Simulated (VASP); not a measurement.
Wanted: the native input for a VASP 6.6.1 run.

```yaml
Task: relaxation of cell and atoms
Functional: LDA
Potentials_or_basis: VASP PAW LDA potentials, release 64 (B)
Cutoff: 600 eV
k_mesh: 16 × 9 × 7
Occupations: fermi-dirac, width 0.05 eV
Spin: no spin polarisation
Target_pressure: 30 GPa
Further_INCAR_settings: ALGO = Fast; EDIFF = 1e-06; IBRION = 2; EDIFFG = -0.005; NSW = 40; ISIF = 3
Target_pressure: 30 GPa
```

The structure of B lies in POSCAR:

```
B
1.0
    1.6245600000      0.0000000000      0.0000000000
    0.0000000000      2.8661500000      0.0000000000
    0.0000000000      0.0000000000      3.9144000000
B
2
Direct
    0.0000000000      0.5000000000      0.6092600000
    0.5000000000      0.0000000000      0.3907400000
```

The cell was built by a generator and needn't be a form met in nature.

The input as run:

INCAR

```
SYSTEM = B
ALGO = Fast ; EDIFF = 1E-6
EDIFFG = -0.005 ; ENCUT = 600
IBRION = 2 ; ISIF = 3
ISMEAR = -1 ; LASPH = .True.
LCHARG = .False. ; LREAL = .False.
LWAVE = .False. ; NELM = 60
NSW = 40 ; PREC = Accurate
PSTRESS = 300 ; SIGMA = 0.05
```

KPOINTS

```
k-points
0
Gamma
  16 9 7
  0 0 0
```

Potentials or basis: VASP PAW LDA potentials, release 64 (B).

The run is started by

```console
$ cat potpaw_LDA.64/B/POTCAR > POTCAR
$ mpirun -np 1 vasp_std > vasp.out
```

It gave:

* Relaxed volume: 6.40 Å³/atom
* Relaxed cell: a = 1.586 Å, b = 2.694 Å, c = 2.997 Å, α = 90.00°, β = 90.00°, γ = 90.00°
* Space group after relaxing (to 0.05 Å): Pmmn (No. 59)
* Energy change on relaxing (the enthalpy is what falls): +114.9 meV/atom
* Ionic steps: 22
* Pressure after relaxing: 30.0 GPa
* Largest force after relaxing: 0.004 eV/Å
* Band gap on the k mesh: none (metal or under the smearing width)

Caveat: the cell is relaxed towards a set pressure, so the enthalpy falls and the energy may rise; the volume moved by over 15 % at a fixed basis, so the end points are rough.

Wall time 2.1 min on 1 thread of AMD EPYC 7R13 Processor (Zen 3) (shared host), peak memory 0.1 GiB.
